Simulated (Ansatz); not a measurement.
Rutile GeO₂, relaxed in Ansatz (plane waves) with several semilocal functionals. Each gives its own volume and its own bulk modulus:

| level | V0 (Å³/atom) | bulk modulus B0 (GPa) | ln V0 | ln B0 |
|---|---|---|---|---|
| LDA | 9.156 | 244.8 | 2.2144 | 5.5004 |
| r²SCAN | 9.305 | 243.6 | 2.2306 | 5.4955 |
| PBE | 9.750 | 192.8 | 2.2773 | 5.2617 |

**Question.** Fit a straight line to ln B0 against ln V0. What does it predict for PBEsol, whose volume is 9.425 Å³/atom?

**Answer.** With x = ln V0 and y = ln B0: means 2.24077 and 5.41920; Σ(Δx Δy) = -0.008671, Σ(Δx²) = 0.002133, so the slope is -4.07. At x = 2.2434 the line gives y = 5.41920 + (-4.07) × (2.2434 − 2.24077) = 5.4085, or 223.3 GPa. The run with PBEsol gives 221.1 GPa, -1.0 % from the line. The rows used scatter about it by up to 3.6 %, while the largest value lies 27 % above the smallest. For comparison, PBE's own equation of state has B′ = 6.7, the slope −d ln B/d ln V at a fixed functional; the two needn't agree, since functionals also differ at one volume.

Measured: 251 GPa (measured, room temperature, no zero-point or thermal correction, from measured elastic constants; as tabulated in Sevik and Bulutay (2007), arXiv:cond-mat/0610176).

Ansatz's density-functional and Hartree–Fock values are scalar-relativistic unless marked +SOC, with PAW data made under PBE.

Ansatz is a quantum-chemistry and plane-wave program.
